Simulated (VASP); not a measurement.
# SnTe: single point with PBE

SnTe:

```xyz
4
Lattice="4.3938 0.0000 0.0000 -2.1969 3.8052 0.0000 0.0000 0.0000 7.8704" Properties=species:S:1:pos:R:3 pbc="T T T"
Sn    0.0000    0.0000    0.0000
Sn    0.0000    0.0000    3.9352
Te    0.0000    2.5368    1.9676
Te    2.1969    1.2684    5.9028
```

The cell was built by a generator and needn't be a form met in nature.

```json
{
  "Program": "VASP 6.6.1",
  "Task": "single point",
  "Functional": "PBE",
  "Potentials or basis": "VASP PAW PBE potentials, release 64 (Sn_d, Te)",
  "Cutoff": "520 eV",
  "k mesh": "6 × 6 × 4",
  "Occupations": "fermi-dirac, width 0.02 eV",
  "Spin": "no spin polarisation",
  "Dipole correction": "no",
  "Further INCAR settings": "ALGO = Normal; EDIFF = 1e-06; NBANDS = 28"
}
```

```
Pressure               : 0.6 GPa
Band gap on the k mesh : none (metal or under the smearing width)
```

Levels at points of the mesh, in eV from the Fermi level:
| k point | band 16 | band 17 | band 18 | band 19 | band 20 | band 21 | band 22 | band 23 | band 24 | band 25 |
| --- | --- | --- | --- | --- | --- | --- | --- | --- | --- | --- |
| (0.00, 0.00, 0.00) | -1.70 | -1.70 | -1.26 | -1.26 | 0.17 | 0.91 | 1.80 | 1.80 | 2.27 | 2.27 |
| (0.50, 0.00, 0.00) | -4.30 | -3.09 | -1.50 | -1.35 | -0.75 | 0.05 | 0.65 | 1.53 | 3.52 | 3.75 |
| (0.00, 0.00, 0.50) | -1.48 | -1.48 | -1.48 | -1.14 | -1.14 | 1.92 | 1.92 | 1.92 | 1.92 | 2.37 |
| (0.50, 0.00, 0.50) | -3.25 | -2.78 | -2.78 | -2.52 | -2.52 | 1.71 | 1.71 | 2.57 | 2.57 | 2.74 |

It took 31 s on 1 thread of Intel(R) Xeon(R) 6975P-C (Granite Rapids), on a shared host, peak memory 0.29 GiB.

The run has no spin-orbit coupling, so splittings on Te are missing.
